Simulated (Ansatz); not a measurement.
The system is SnTe.

```
CELL_PARAMETERS angstrom
0.00000 3.61115 3.61115
3.61115 0.00000 3.61115
3.61115 3.61115 0.00000
ATOMIC_POSITIONS crystal
Te 0.25000 0.25000 0.25000
Sn 0.00000 0.00000 0.00000
```

Measurements of this composition are mostly on another form, of space group No. 225.

| Item | Value |
| --- | --- |
| Program | Ansatz 0.2.0 |
| Task | relaxation of cell and atoms |
| Functional | r2SCAN |
| Dispersion | D3(BJ)-ATM |
| Potentials or basis | Ansatz PAW |
| Cutoff | 500 eV (not typed: the program's choice for these potentials) |
| k mesh | 7 × 7 × 7 |
| Occupations | fermi-dirac, width 0.05 eV |
| Spin | no spin polarisation |

At the start: volume 47.09 Å³/atom.

Question: How do energy, volume and symmetry change on relaxing?

Answer: It ends after 4 steps and the volume is 45.50 Å³/atom (-3.4 %); space group F-43m (No. 216, to 0.05 Å).

The path:
| step | energy change (eV) | largest force (eV/Å) | volume (Å³) |
| --- | --- | --- | --- |
| 1 | 0.0000 | 0.0000 | 94.18 |
| 2 | -0.0099 | 0.0000 | 90.70 |
| 3 | -0.0100 | 0.0000 | 90.99 |
| 4 | -0.0099 | 0.0000 | 90.99 |

Final structure:
```
Te Sn
1.0
     0.00000    3.56992    3.56992
     3.56992    0.00000    3.56992
     3.56992    3.56992    0.00000
Te Sn
1 1
Direct
  0.25000 0.25000 0.25000
  0.00000 0.00000 0.00000
```

Caveat: the plane-wave basis is chosen anew once the cell has moved, so the energies of steps on either side of that aren't comparable; the PAW data sets come from PBE, with cores solved anew for the run's functional, which leaves a small shift of forces and pressure.
